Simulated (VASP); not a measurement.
# Fe (Im-3m) in VASP: elastic constants with LDA

Aim: the elastic constants of Fe with LDA.

Everything below comes from runs of VASP 6.6.1. Logs are shortened: lines on timing, memory, paths and dates and some standing lists are left out, and cuts for length are marked.

## 1. Starting point

It takes space group Im-3m (No. 229, cubic). Conventional cell: a = 2.859 Å, b = 2.859 Å, c = 2.859 Å, α = 90.00°, β = 90.00°, γ = 90.00°. Fe (site symmetry m-3m) is surrounded by 8 Fe at 2.48 Å.

## 2. Elastic constants, LDA, collinear spin, ferromagnetic start

Input file POSCAR:

```
Fe
1.0
   -1.4295500000      1.4295500000      1.4295500000
    1.4295500000     -1.4295500000      1.4295500000
    1.4295500000      1.4295500000     -1.4295500000
Fe
1
Direct
    0.0000000000      0.0000000000      0.0000000000
```

Input file INCAR.step1:

```
SYSTEM = Fe
PREC     = Accurate       ! precision mode
ENCUT    = 600            ! plane-wave cutoff, eV
EDIFF    = 1E-8           ! SCF threshold, eV
ISMEAR   = 0              ! smearing method
SIGMA    = 0.1            ! smearing width, eV
LREAL    = .FALSE.        ! projectors in reciprocal space
LASPH    = .TRUE.         ! aspherical terms in the spheres
NELM     = 150            ! most SCF steps
ALGO     = Normal         ! electronic algorithm
ISIF     = 3              ! what is computed and relaxed
LWAVE    = .FALSE.        ! write WAVECAR
LCHARG   = .FALSE.        ! write CHGCAR
ISPIN    = 2              ! spin polarisation
MAGMOM   = 3              ! initial moments
LORBIT   = 11             ! projections on sites
LMAXMIX  = 4              ! l up to which the mixer works
GGA      = CA             ! functional
IBRION   = 2              ! ionic algorithm
NSW      = 40             ! ionic steps
EDIFFG   = -0.002         ! ionic threshold
```

Input file INCAR.step2:

```
SYSTEM = Fe
PREC     = Accurate       ! precision mode
ENCUT    = 600            ! plane-wave cutoff, eV
EDIFF    = 1E-8           ! SCF threshold, eV
ISMEAR   = 0              ! smearing method
SIGMA    = 0.1            ! smearing width, eV
LREAL    = .FALSE.        ! projectors in reciprocal space
LASPH    = .TRUE.         ! aspherical terms in the spheres
NELM     = 150            ! most SCF steps
ALGO     = Normal         ! electronic algorithm
ISIF     = 3              ! what is computed and relaxed
LWAVE    = .FALSE.        ! write WAVECAR
LCHARG   = .FALSE.        ! write CHGCAR
ISPIN    = 2              ! spin polarisation
MAGMOM   = 3              ! initial moments
LORBIT   = 11             ! projections on sites
LMAXMIX  = 4              ! l up to which the mixer works
GGA      = CA             ! functional
IBRION   = 6              ! ionic algorithm
NFREE    = 2            
POTIM    = 0.015          ! step
NSW      = 1              ! ionic steps
```

Input file KPOINTS:

```
regular mesh
0
G
  26 26 26
  0 0 0
```

Potentials or basis: VASP PAW LDA potentials, release 64 (Fe).

The run is started by

```
cat potpaw_LDA.64/Fe/POTCAR > POTCAR
cp INCAR.step1 INCAR
mpirun -np 1 vasp_std > vasp.out
cp CONTCAR POSCAR
cp INCAR.step2 INCAR
mpirun -np 1 vasp_std > vasp.out
```

OUTCAR:

```text
SYSTEM = Fe
   PREC = Accurate
   ENCUT = 600
   EDIFF = 1E-8
   ISMEAR = 0
   LREAL = .FALSE.
   LASPH = .TRUE.
   NELM = 150
   ISIF = 3
   ISPIN = 2
   LORBIT = 11
   GGA = CA
   IBRION = 6
   NFREE = 2
   POTIM = 0.015
   NSW = 1

 ion  position               nearest neighbor table
   1  0.000  0.000  0.000-

  LATTYP: Found a body centered cubic cell.
 ALAT       =     2.7464415663

  Lattice vectors:

 A1 = (  -1.3732207831,   1.3732207831,   1.3732207831)
 A2 = (   1.3732207831,  -1.3732207831,   1.3732207831)
 A3 = (   1.3732207831,   1.3732207831,  -1.3732207831)

Analysis of symmetry for initial positions (statically):
=====================================================================
 Subroutine PRICEL returns:
 Original cell was already a primitive cell.

 Routine SETGRP: Setting up the symmetry group for a
 body centered cubic supercell.

 Subroutine GETGRP returns: Found 48 space group operations
 (whereof 48 operations were pure point group operations)
 out of a pool of 48 trial point group operations.

The static configuration has the point symmetry O_h .

Analysis of symmetry for dynamics (positions and initial velocities):
=====================================================================
 Subroutine PRICEL returns:
 Original cell was already a primitive cell.

 Routine SETGRP: Setting up the symmetry group for a
 body centered cubic supercell.

 Subroutine GETGRP returns: Found 48 space group operations
 (whereof 48 operations were pure point group operations)
 out of a pool of 48 trial point group operations.

The dynamic configuration has the point symmetry O_h .

Analysis of structural, dynamic, and magnetic symmetry:
=====================================================================
 Subroutine PRICEL returns:
 Original cell was already a primitive cell.

 Routine SETGRP: Setting up the symmetry group for a
 body centered cubic supercell.

[... 648 lines left out ...]

 Free energy of the ion-electron system (eV)
  ---------------------------------------------------
  ext. energy  EPLUGINS =         0.00000000
  ---------------------------------------------------
  free energy    TOTEN  =        -9.22703144 eV

  energy without entropy =       -9.22266346  energy(sigma->0) =       -9.22484745

 E-fermi :   6.7542     XC(G=0): -13.9460

 val. band max:        6.7500356056   @ k =  -0.2308   0.2692   0.1154
 cond. band min:       6.7583863689   @ k =  -0.3846  -0.4615   0.1538
 fundamental gap:      0.0083507633
 Fermi energy:         6.7541565352

 spin component 1

 k-point     1 :       0.0000    0.0000    0.0000
  band No.  band energies     occupation
      1      -2.3644      1.00000
      2       4.2516      1.00000
      3       4.2516      1.00000
      4       4.2516      1.00000
      5       5.8088      1.00000
      6       5.8088      1.00000
      7      32.4755      0.00000
      8      32.4755      0.00000
      9      32.4755      0.00000
     10      38.2481      0.00000
[... 643 lines left out ...]
  FREE ENERGIE OF THE ION-ELECTRON SYSTEM (eV)
  ---------------------------------------------------
  free  energy   TOTEN  =        -9.2270314374 eV

  energy  without entropy=       -9.2226634555  energy(sigma->0) =       -9.22484745

 INTERNAL STRAIN TENSORS FROM STRAINED CELLS
 ============================================

 INTERNAL STRAIN TENSOR FOR ION    1 for displacements in x,y,z  (eV/Angst):
          X           Y           Z          XY          YZ          ZX
  --------------------------------------------------------------------------------
  x    -0.00000     0.00000    -0.00000     0.00000    -0.00000    -0.00000
  y    -0.00000    -0.00000    -0.00000     0.00000     0.00000     0.00000
  z     0.00000    -0.00000     0.00000     0.00000     0.00000     0.00000

 INTERNAL STRAIN TENSORS FROM DISPLACED ATOMS
 ============================================

 INTERNAL STRAIN TENSOR FOR ION    1 for displacements in x,y,z  (eV/Angst):
          X           Y           Z          XY          YZ          ZX
  --------------------------------------------------------------------------------
  x     0.00000     0.00000     0.00000     0.00000     0.00000     0.00000
  y     0.00000     0.00000     0.00000     0.00000     0.00000     0.00000
  z     0.00000     0.00000     0.00000     0.00000     0.00000     0.00000

 Eigenvectors and eigenvalues of the dynamical matrix
 ----------------------------------------------------

   1 f/i=    0.000000 THz     0.000000 2PiTHz    0.000000 cm-1     0.000000 meV
             X         Y         Z           dx          dy          dz
      0.000000  0.000000  0.000000     0.880471   -0.474100    0.000000

   2 f/i=    0.000000 THz     0.000000 2PiTHz    0.000000 cm-1     0.000000 meV
             X         Y         Z           dx          dy          dz
      0.000000  0.000000  0.000000    -0.474100   -0.880471    0.000000

   3 f/i=    0.000000 THz     0.000000 2PiTHz    0.000000 cm-1     0.000000 meV
             X         Y         Z           dx          dy          dz
      0.000000  0.000000  0.000000     0.000000    0.000000    1.000000

--------------------------------------------------------------------------------------------------------

 ELASTIC MODULI CONTR FROM IONIC RELAXATION (kBar)
 Direction    XX          YY          ZZ          XY          YZ          ZX
 --------------------------------------------------------------------------------
 XX           0.0000      0.0000      0.0000      0.0000      0.0000      0.0000
 YY           0.0000      0.0000      0.0000      0.0000      0.0000      0.0000
 ZZ           0.0000      0.0000      0.0000      0.0000      0.0000      0.0000
 XY           0.0000      0.0000      0.0000      0.0000      0.0000      0.0000
 YZ           0.0000      0.0000      0.0000      0.0000      0.0000      0.0000
 ZX           0.0000      0.0000      0.0000      0.0000      0.0000      0.0000
 --------------------------------------------------------------------------------

 TOTAL ELASTIC MODULI (kBar)
 Direction    XX          YY          ZZ          XY          YZ          ZX
 --------------------------------------------------------------------------------
 XX        3691.3838   2018.9512   2018.9512      0.0000     -0.0000      0.0000
 YY        2018.9512   3691.3838   2018.9512     -0.0000      0.0000      0.0000
 ZZ        2018.9512   2018.9512   3691.3838     -0.0000     -0.0000     -0.0000
 XY           0.0000     -0.0000     -0.0000   1547.4991      0.0000     -0.0000
 YZ          -0.0000      0.0000     -0.0000      0.0000   1547.4991     -0.0000
 ZX           0.0000      0.0000     -0.0000     -0.0000     -0.0000   1547.4991
 --------------------------------------------------------------------------------

 total charge

# of ion       s       p       d       tot
------------------------------------------
    1        0.529   0.620   6.338   7.487

 magnetization (x)

# of ion       s       p       d       tot
------------------------------------------
    1       -0.009  -0.033   1.957   1.915
```

OUTCAR.step1:

```text
SYSTEM = Fe
   PREC = Accurate
   ENCUT = 600
   EDIFF = 1E-8
   ISMEAR = 0
   LREAL = .FALSE.
   LASPH = .TRUE.
   NELM = 150
   ISIF = 3
   ISPIN = 2
   LORBIT = 11
   GGA = CA
[... 760 lines left out ...]
      9      32.6512      0.00000
     10      38.7262      0.00000
[... 327 lines left out ...]
  FREE ENERGIE OF THE ION-ELECTRON SYSTEM (eV)
  ---------------------------------------------------
  free  energy   TOTEN  =        -9.2276221631 eV

  energy  without entropy=       -9.2232542813  energy(sigma->0) =       -9.22543822

 reached required accuracy - stopping structural energy minimisation

 total charge

# of ion       s       p       d       tot
------------------------------------------
    1        0.529   0.620   6.338   7.487

 magnetization (x)

# of ion       s       p       d       tot
------------------------------------------
    1       -0.009  -0.033   1.957   1.915
```

Wall time 3.4 h (1 thread of Intel Xeon Platinum 8175M at 2.50GHz (Skylake/Cascade Lake), shared host); peak memory 1.9 GiB.

Results:

```
Relaxed volume                                        : 10.36 Å³/atom
Relaxed cell                                          : a = 2.378 Å, b = 2.378 Å, c = 2.378 Å, α = 109.47°, β = 109.47°, γ = 109.47°
Space group after relaxing (to 0.05 Å)                : Im-3m (No. 229)
Net moment                                            : 1.95 μB per cell
Site moments                                          : Fe +1.92 μB
Valence electrons inside the program's atomic spheres : Fe 7.49
Elastic constants C11, C12, C44                       : 369, 202, 155 GPa
Voigt bulk modulus                                    : 258 GPa
```

Step by step:
```tsv
step	energy change (eV)	largest force (eV/Å)	pressure (GPa)	volume (Å³)
1	0.0000	0.0000	-22.73	11.69
2	0.0503	0.0000	43.88	9.10
3	-0.1050	0.0000	-1.18	10.41
4	-0.1051	0.0000	-0.19	10.37
5	-0.1051	0.0000	0.45	10.34
6	-0.1051	0.0000	-0.51	10.38
7	-0.1051	0.0000	-0.01	10.36
```

Final structure:
```cif
data_structure
_symmetry_space_group_name_H-M 'P 1'
_symmetry_Int_Tables_number 1
_cell_length_a 2.3785
_cell_length_b 2.3785
_cell_length_c 2.3785
_cell_angle_alpha 109.471
_cell_angle_beta 109.471
_cell_angle_gamma 109.471
_cell_volume 10.36
loop_
_atom_site_label
_atom_site_type_symbol
_atom_site_fract_x
_atom_site_fract_y
_atom_site_fract_z
_atom_site_occupancy
Fe1 Fe 0.00000 0.00000 0.00000 1
```

Elastic tensor in Voigt notation (GPa, in the Cartesian axes of the cell as first typed):
```
369 202 202   0   0   0
202 369 202   0   0   0
202 202 369   0   0   0
  0   0   0 155   0   0
  0   0   0   0 155   0
  0   0   0   0   0 155
```

Clamped-ion elastic tensor (GPa):
```
369 202 202   0   0   0
202 369 202   0   0   0
202 202 369   0   0   0
  0   0   0 155   0   0
  0   0   0   0 155   0
  0   0   0   0   0 155
```
